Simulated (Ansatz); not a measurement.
# AlN: the cost of one run

Method: DFT PBE, scalar-relativistic, plane waves, PAW, in Ansatz 0.2.0.

## 1. The starting structure

Symmetry: Fm-3m, No. 225, cubic system. Conventional cell: a = 4.069 Å, b = 4.069 Å, c = 4.069 Å, α = 90.00°, β = 90.00°, γ = 90.00°. Around Al (site symmetry m-3m) lie 6 N at 2.03 Å. N (site symmetry m-3m) is surrounded by 6 Al at 2.03 Å.

Structure file:

```xyz
2
Lattice="0.0000 2.0345 2.0345 2.0345 0.0000 2.0345 2.0345 2.0345 0.0000" Properties=species:S:1:pos:R:3 pbc="T T T"
Al    2.0345    2.0345    2.0345
N     0.0000    0.0000    0.0000
```

The structure comes from the Materials Project (structure only).

## 2. A distortion that keeps the symmetry

Against the listed cell: strain xx, yy, zz, yz, xz, xy = -1.8, -1.8, -1.8, +0.0, +0.0, +0.0 %.

File input.yaml:

```yaml
crystal:
  lattice:
    - [0.0, 1.9978559856, 1.9978559856]
    - [1.9978559856, 0.0, 1.9978559856]
    - [1.9978559856, 1.9978559856, 0.0]
  atoms:
    - { symbol: Al, position: [0.5, 0.5, 0.5] }
    - { symbol: "N", position: [0.0, 0.0, 0.0] }
basis:
  ecutwfc: 420
kpoints:
  mp_grid: { grid: [10, 10, 10] }
hamiltonian:
  xc: pbe
scf:
  occupations: { method: gaussian, width: 0.02 }
output:
  forces: true
  stress: true
  eigenvalues: true
```

Launch:

```sh
ansatz run input.yaml --threads 1 --pin off --max-ram 1331MiB --backend cpu --events-out ev --progress --plain --runs-dir out
```

Q: Estimate wall time and peak memory on 1 thread of an x86-64 CPU, shared host.

About 1.5 s, with a peak of 0.27 GiB.
